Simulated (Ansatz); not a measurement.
# Localised basis functions on generalised stacking fault on (111) (glide set) of a GaP-AlP solid solution (72 atoms), part 2 of 2

Aim: test how closely localised support functions follow the reference on generalised stacking fault on (111) (glide set) of a GaP-AlP solid solution (72 atoms), and at what cost. A setting counts as converged where the r.m.s. difference of forces stays under 1 % of the r.m.s. force.

Ansatz 0.2.0; Kohn-Sham DFT, PBE, PAW (set soft_2), plane waves.

The cell: 18 Al, 36 P and 18 Ga. The host structure and its lattice constant were typed by rule, without a check against the phase diagram.

So far. Step 3 (Support functions low): Forces differ from the reference by 0.38 meV/Å r.m.s., 0.10 % of their size, well within a tolerance of 1 %; the energy by -0.85 meV/atom. It took 91 s and 12 cycles; the reference's time can't be set against it, since the two runs asked for unlike analyses. Step 4 (Support functions medium): Forces differ from the reference by 0.37 meV/Å r.m.s., 0.099 % of their size, well within a tolerance of 1 %; the energy by -0.85 meV/atom.

## 6. Support functions medium, radius 3.6 Å

Level of this step: Kohn-Sham DFT, PBE, PAW (set soft_2), localised support functions (medium) (Ansatz).

The radius confines each support function; a larger one gives more freedom and more work per atom.

input.yaml reads:

```yaml
crystal:
  lattice:
    - [6.68331, 0.0, 0.0]
    - [0.0, 11.57583, 0.0]
    - [1.67083, 0.0, 19.10326]
  atoms:
    [... the 72 atom lines of step 2 ...]
kpoints:
  mp_grid: { grid: [2, 1, 1] }
hamiltonian:
  xc: pbe
scf:
  occupations: { method: gaussian, width: 0.025 }
  eigensolver: { kind: { support_functions: { accuracy: medium, radius: 3.6 } } }
  mixing: { beta: 0.4 }
  max_iter: 150
output:
  forces: true
  eigenvalues: true
```

Launch:

```sh
ansatz run input.yaml --threads 4 --pin off --max-ram 8192MiB --backend cpu --events-out ev --progress --plain --runs-dir out
```

Numbers of over 12 decimals in the logs are rounded to 6 here.

The program printed:

```text
Warning: scf.eigensolver.kind.support_functions: disabling space-group detection — the functions' gradient is summed over unrotated k-points, so no spatial operation reduces the k-mesh or symmetrises the density; time reversal is kept, so that k and −k are solved as one point where they differ and the mesh holds both, and exact exchange and, on two spinor components, a DFT+U term hold to it where the run has them: [...]
settings of this run that can trade accuracy for cost: scf.eigensolver.kind.support_functions [...]
Engine: ansatz 0.2.0, aarch64-unknown-linux-gnu
Pseudopotentials: kind: paw
Pseudopotential: Al, paw, valence charge 3, recommended cutoff 420 eV (normal), Al.paw.azcp
Pseudopotential: P, paw, valence charge 5, recommended cutoff 420 eV (normal), P.paw.azcp
Pseudopotential: Ga, paw, valence charge 13, recommended cutoff 420 eV (normal), Ga.paw.azcp
[... 5 lines on functional and potentials left out ...]
Error: SCF: the radius of support functions is under 3.89 Å, the least for these sites at the functions' level (scf.eigensolver.kind.support_functions.accuracy). Use scf.eigensolver.kind: auto, or type scf.eigensolver.kind.support_functions.radius at least as long, [...]
```

Elapsed: 1.6 s, on 4 threads of Arm Neoverse V2, shared host; peak memory 0.31 GiB.

The program refuses radii under 3.89 Å for these atoms at this level.

## 7. A changed input

The input is spoilt on purpose; the run shows how that looks.

This step: Kohn-Sham DFT, PBE, PAW (set soft_2), plane waves (Ansatz 0.2.0).

input.yaml, the sections that differ from step 6:

```yaml
scf:
  occupations: { method: gaussian, width: 0.025 }
  max_iter: 60
output:
  forces: true
basis:
  ecutwfc: "400 K"
# crystal, kpoints, hamiltonian: as in step 6
```

The program printed:

```text
Error: inconsistent input (basis.ecutwfc, kpoints): the smallest per-k basis holds n_pw = 0 plane waves (k-point 1, counted from 0 among those solved) but the deck needs at least 235 band(s) per channel, and no run solves more bands than the smallest per-k basis has plane waves; [...]
```

Elapsed: 0.03 s, on 4 threads; peak memory 0.12 GiB.

The input was rejected at the start.

The program's message: “Error: inconsistent input (basis.ecutwfc, kpoints): the smallest per-k basis holds n_pw = 0 plane waves (k-point 1, counted from 0 among those solved) but the deck needs at least 235 band(s) per chann …”

The fault in the input: a cutoff in the wrong unit (basis.ecutwfc = "400 K"). The fix is to take out basis.ecutwfc.

Runs without a result: support functions medium, radius 3.27 Å (error); support functions medium, radius 3.6 Å (error).

## 8. Cost against change

Each row is set against the plane-wave reference (Kohn-Sham DFT, PBE, PAW (set soft_2), plane waves; r.m.s. force component 0.371 eV/Å). Energies are set beside the reference only for runs with its functional, potentials and electron count. Times are for 4 threads of Arm Neoverse V2, shared host. The reference's time includes the DOS, ELF, the stress and grids, which some other runs skip.

```
                     run  Δ force, r.m.s. (meV/Å)  share of r.m.s. force (%)  Δ energy (meV/atom)  Δ gap (eV)  cycles     time  host memory (GiB)
               reference                        -                          -                    -           -       9     45 s                4.5
   support functions low                    0.375                      0.101               -0.853     -6.0e-4      12     91 s                2.8
support functions medium                    0.367                     0.0989               -0.853     -6.0e-4      13  1.7 min                2.8
```

## 9. The reference in detail

With the settings judged, the reference run is read for its physics.

Neighbours are counted within 2.68 Å (P-Al), 2.68 Å (P-Ga).

Length of the force by element and coordination:

```
element  coordination  atoms  mean length of the force (eV/Å)  spread  least   most
     Al           all     18                            0.463   0.498  0.107   1.60
     Al             3      3                             1.55  0.0365   1.52   1.60
     Al             4     15                            0.245   0.111  0.107  0.484
     Ga           all     18                            0.410   0.402  0.140   1.30
     Ga             3      3                             1.29  0.0115   1.27   1.30
     Ga             4     15                            0.234  0.0896  0.140  0.448
      P           all     36                            0.475   0.450  0.103   1.61
      P             3      6                             1.46  0.0852   1.32   1.61
      P             4     30                            0.279   0.105  0.103  0.541
```

Löwdin charges by element and coordination (they lack the spilled electrons, 0.029 e an atom on average):

```
element  coordination  atoms  mean charge (e)  spread   least     most
     Al           all     18            0.412  0.0123   0.401    0.441
     Al             3      3            0.438  0.0028   0.434    0.441
     Al             4     15            0.407  0.0046   0.401    0.417
     Ga           all     18           0.0767  0.0159   0.061    0.113
     Ga             3      3            0.109   0.003   0.106    0.113
     Ga             4     15           0.0702  0.0071   0.061   0.0814
      P           all     36           -0.187  0.0714  -0.351  -0.0858
      P             3      6           -0.214  0.0605  -0.308   -0.147
      P             4     30           -0.181  0.0721  -0.351  -0.0858
```

Density of states as counts of states in windows of 0.5 eV (from the Fermi level), total and the larger projections:

```
from (eV)  to (eV)  total   P p  Ga p  Al p  Ga s  Al s  P s
      -10       -8    0.0   0.0   0.0   0.0   0.0   0.0  0.0
       -8     -7.5    5.4   2.5   0.2   0.3   2.1   0.1  0.2
     -7.5       -7   16.2   7.5   0.7   0.7   5.2   1.2  0.8
       -7     -6.5   15.4   7.8   0.8   0.8   2.3   2.8  0.8
     -6.5       -6   12.6   6.6   0.7   0.7   1.2   2.2  1.2
       -6     -5.5    7.3   4.0   0.5   0.4   0.4   1.3  0.8
     -5.5       -5   13.7   7.9   2.0   1.7   0.4   0.8  0.7
       -5     -4.5   17.9  10.5   2.6   2.5   0.5   0.8  0.9
     -4.5       -4   12.4   7.7   1.8   1.8   0.3   0.4  0.3
       -4     -3.5   24.7  16.1   3.8   3.7   0.3   0.3  0.3
     -3.5       -3   31.4  21.3   4.5   4.0   0.3   0.4  0.4
       -3     -2.5   25.9  18.5   3.3   3.1   0.2   0.2  0.2
     -2.5       -2   16.5  12.6   1.9   1.6   0.1   0.1  0.1
       -2     -1.5   11.8   9.4   1.1   0.9   0.0   0.0  0.1
     -1.5       -1    3.8   3.2   0.3   0.2   0.0   0.0  0.0
       -1     -0.5    0.0   0.0   0.0   0.0   0.0   0.0  0.0
     -0.5        0    1.0   0.9   0.0   0.0   0.0   0.0  0.0
        0      0.5    1.6   0.2   0.3   0.4   0.2   0.1  0.3
      0.5        1   13.9   2.2   1.9   2.9   2.5   0.6  2.3
        1      1.5   22.4   4.2   3.5   3.9   3.2   1.6  3.0
      1.5        2   19.9   3.7   3.2   3.3   1.8   2.4  2.5
        2      2.5   19.9   4.3   3.5   3.5   1.0   2.4  1.6
      2.5        3   19.0   3.9   4.1   4.2   0.8   1.6  1.2
```

Between -17 and -10 eV lie 252 more states.

The levels nearest the highest filled one (over half full), pooled over k-points and spins:

```
level less the highest filled one (eV)  occupation
                                 -1.20           2
                                 -1.14           2
                                 -1.12           2
                                 -1.09           2
                                 -1.06           2
                                     0           2
                                 0.622           0
                                 0.802           0
                                 0.946           0
                                  1.02           0
                                  1.03           0
                                  1.05           0
```

ELF in the ca plane at fractional y = 0.000, with atoms of Ga and P and Al within 0.2 Å of it. It is the smooth field of the valence electrons, not physical close to the nuclei.

Ten even steps from '0' (0.01) to '9' (0.94), each cell a mean:
```
05630000000000012211247889997313466763000122
26630000000000012100148843786200123321000022
77630000000000022100148810166200000000000011
76410000111100233211248830366200000000000000
33200001222223467643236766775200000000000000
00000012221225788986323567764100001110001111
00000012200126874687410134432000012222234565
00000012201027950057410000110000122222367888
11000123210126950047410000000000122001378756
22112356532225775677410000000000121010379301
21136778986323467776300000100001222001379400
00048986798520134553100012221123554222378756
01049981047620001111000012211356788743247899
20049981027620000000000021000589878974114678
86347884367520000000000111010699712675101234
99744566787410000000000133100699600375100122
99731234665200001111112468742589722675100122
48740001222000012222234689996357767874100122
```
Columns run along c (16.0 Å, from fractional 0.17 to 1.00 of the cell), rows up along a (6.7 Å). Atoms in or near the plane, at fractional coordinates: Al at (0.19, 0.29), P at (0.31, 0.26), Ga at (0.35, 0.58), P at (0.48, 0.55), Ga at (0.52, 0.87), P at (0.64, 0.84), Al at (0.68, 0.16), P at (0.80, 0.13), Ga at (0.85, 0.46), P at (0.97, 0.42).

Valence density in the ca plane at fractional y = 0.000, with atoms of Ga and P and Al within 0.2 Å of it. It is the smooth field of the valence electrons, not physical close to the nuclei.

Ten steps, logarithmic in the rise over the least value, from '0' (0 e/Å³) to '9' (34 e/Å³), each cell a mean:
```
79621220011000000000000001343111122210000011
34311121121000000000000013797212212210000000
11100112211000000000000012797322200210000000
00000001110000000000000011354212211210000000
00000000000000000111000011221111122210000000
00000000000000001233111122211000011100000000
00000000000000001587311222211000000000000000
10000000000000002699422210121000000000000011
11000000000000001366311210121000000000000014
21000000000000011222111122210000000000000015
21000000000000112211000011110000000000000013
21000000000011222221000000000000000000000012
10000000000012211121000000000000000000001112
10000000000011210121000000000000000000111222
00000001110011121221000000000000000000112211
12100011111000111110000000000000000000112101
56311122221000000100000000000000011100112211
89721221121000000000000000111000111110001122
```
Columns run along c (16.0 Å, from fractional 0.00 to 0.83 of the cell), rows up along a (6.7 Å). Atoms in or near the plane, at fractional coordinates: Ga at (0.02, 0.00), P at (0.15, 0.96), Al at (0.19, 0.29), P at (0.31, 0.26), Ga at (0.35, 0.58), P at (0.48, 0.55), Ga at (0.52, 0.87), P at (0.64, 0.84), Al at (0.68, 0.16), P at (0.80, 0.13).

Forces differ by site in this geometry: P atoms with 3 neighbours bear 1.5 eV/Å on average, against 0.28 eV/Å for those with 4. Mean Löwdin charges: Al +0.41, Ga +0.08, P -0.19 e (they miss 0.44 % of the electrons, so they add up to more than the cell's charge). Charges this small depend on the projection, at times even in sign.

## 10. Local order

Bonds and neighbours are counted at the geometry of the runs.

Density 3.21 g/cm³, 20.53 Å³ an atom.

Pair distribution functions g(r), in bins of 0.2 Å:

```
r (Å)  total    P-P   P-Al   P-Ga  Al-Al  Al-Ga  Ga-Ga
 2.20   0.55   0.00   1.10   1.10   0.00   0.00   0.00
 2.40   5.13   0.00  10.25  10.20   0.00   0.00   0.00
 2.60   0.00   0.00   0.00   0.00   0.00   0.00   0.00
 2.80   0.00   0.00   0.00   0.00   0.00   0.00   0.00
 3.00   0.16   0.00   0.31   0.31   0.00   0.00   0.00
 3.20   0.00   0.00   0.00   0.00   0.00   0.00   0.00
 3.40   0.00   0.00   0.00   0.00   0.00   0.00   0.00
 3.60   0.00   0.00   0.00   0.00   0.00   0.00   0.00
 3.80   6.15  12.30   0.00   0.00  11.20  13.65  10.70
 4.00   0.32   0.47   0.17   0.17   0.47   0.35   0.70
 4.20   0.16   0.00   0.31   0.31   0.00   0.00   0.00
 4.40   0.33   0.29   0.41   0.32   0.19   0.29   0.38
 4.60   4.00   0.00   7.95   8.05   0.00   0.00   0.00
 4.80   0.12   0.00   0.23   0.23   0.00   0.00   0.00
 5.00   0.00   0.00   0.00   0.00   0.00   0.00   0.00
 5.20   0.10   0.21   0.00   0.00   0.14   0.21   0.28
 5.40   1.56   2.71   0.38   0.38   2.81   2.86   2.44
 5.60   0.25   0.03   0.49   0.49   0.00   0.00   0.00
 5.80   0.23   0.32   0.13   0.13   0.32   0.21   0.54
 6.00   2.44   0.00   4.92   4.86   0.00   0.00   0.00
 6.20   0.00   0.00   0.00   0.00   0.00   0.00   0.00
 6.40   0.22   0.31   0.11   0.18   0.35   0.18   0.44
 6.60   3.32   6.51   0.06   0.04   7.21   6.22   6.94
 6.80   0.60   1.25   0.00   0.02   0.89   1.45   0.89
 7.00   1.64   0.00   3.37   3.18   0.00   0.00   0.00
 7.20   0.62   0.24   0.94   1.05   0.07   0.31   0.21
 7.40   0.36   0.37   0.30   0.38   0.54   0.24   0.54
 7.60   0.54   0.72   0.36   0.31   0.75   0.84   0.62
```

Bonds by pair of elements; cutoffs follow the first minimum of g(r), held within bounds set by covalent radii, and pairs that aren't listed don't count as bonded:

```
pair A-B  cutoff (Å)  bonds  mean length (Å)  spread (Å)  shortest (Å)  B about A  A about B
    P-Al        2.68     69             2.35        0.04          2.21       1.92       3.83
    P-Ga        2.68     69             2.35       0.039          2.23       1.92       3.83
```

How many atoms have how many bonded neighbours:

```
element  mean  3   4
     Al  3.83  3  15
     Ga  3.83  3  15
      P  3.83  6  30
```

Rings of the network by King's shortest-path rule, up to 12 atoms, one path for each pair of neighbours; H, halogens, alkali and alkaline-earth atoms are left out, and the last column divides by all other atoms, bonded or not:

```
ring size (atoms)  rings  per network atom
                6    112              1.56
                8      9             0.125
```

For some of the pairs, g(r) has its first main peak near 3.86 Å (P-P), 2.35 Å (P-Al), 2.35 Å (P-Ga), 3.87 Å (Al-Al), 3.86 Å (Al-Ga) and 3.87 Å (Ga-Ga). By these cutoffs 83 % of Al atoms have 4, 83 % of Ga atoms have 4 and 83 % of P atoms have 4 bonded neighbours. Rings of 6 atoms are the most common (93 % of those counted); sizes run from 6 to 8.

Local excerpt of 8 atoms (numbers count through the whole input) about P72, which has 3 bonded neighbours where the commonest count for P is 4; x, y, z are measured from there.

```
atom      x      y      z  distance (Å)  bonds  Löwdin charge (e)     Fx     Fy  Fz (eV/Å)
 P72   0.00   0.00   0.00          0.00      3              -0.15  -1.39   0.14      -0.41
Ga37   0.56  -1.92   0.98          2.23      3               0.11   1.30  -0.07       0.07
 Ga5   0.57   1.94   0.97          2.24      3               0.11   1.25  -0.06       0.24
Al71   0.02   0.02  -2.40          2.40      4               0.41  -0.23  -0.21       0.37
Ga33  -2.78  -0.01   0.98          2.95      3               0.11   1.29   0.05       0.08
 P68  -3.33  -1.92  -0.03          3.85      3              -0.17  -1.32  -0.01      -0.02
 P32  -3.34   1.92  -0.01          3.85      3              -0.17  -1.40  -0.26      -0.18
 P32   3.35   1.92  -0.01          3.86      3              -0.17  -1.40  -0.26      -0.18
```

The column of bonds counts only the pairs P-Al within 2.68 Å, P-Ga within 2.68 Å; other neighbours, such as metal atoms beside each other in a compound, aren't counted, and periodic images can show an atom twice.

## 11. Outcome

```
free energy per atom                             : -1458.3950 eV/atom
density                                          : 3.209 g/cm³
pressure                                         : 2.571 GPa
r.m.s. force component                           : 0.3706 eV/Å
gap (highest filled to lowest empty level) : 0.622 eV
wall time of the 3 DFT runs                      : 3.9 min
```

Against plane waves at 420 eV, the forces differ by 0.37 meV/Å (0.099 %) with support functions medium. At 72 atoms the fastest of the runs at a preset level, support functions low, takes roughly 2.0 times the time of plane waves (whose run also made extra analyses, so the like-for-like ratio is larger), in 12 SCF cycles against 9. Differences between support functions and plane waves include what basis error the plane-wave run still has.

Between filled and empty levels lie 0.622 eV on the run's k-points; the mesh holds the band edges only if they fold onto it, so the gap at this level can be narrower or closed, while semilocal functionals tend to narrow gaps against experiment. Forces differ by site in this geometry: P atoms with 3 neighbours bear 1.5 eV/Å on average, against 0.28 eV/Å for those with 4. Counting bonds as in the table, 83 % of Al atoms have 4, 83 % of Ga atoms have 4 and 83 % of P atoms have 4 bonded neighbours.

Caveats: The geometry was built by rule, was displaced at random and isn't relaxed at this level: its force components are 0.37 eV/Å r.m.s. The stress is far from hydrostatic: its diagonal is 1.3, 5.2, 1.3 GPa, compression counted positive. The pressure of 2.6 GPa belongs to a cell and atoms that aren't relaxed at this level.

[Logs are printed without paths, hosts, clocks, repeated set-up lines and the standing remarks that a program may print on its own settings, such as how far it seeks lower states.]

[Hosts, paths, dates, database ids (printed as entryN), source tags and the programs' standing remarks are cut or masked in the printed files.]
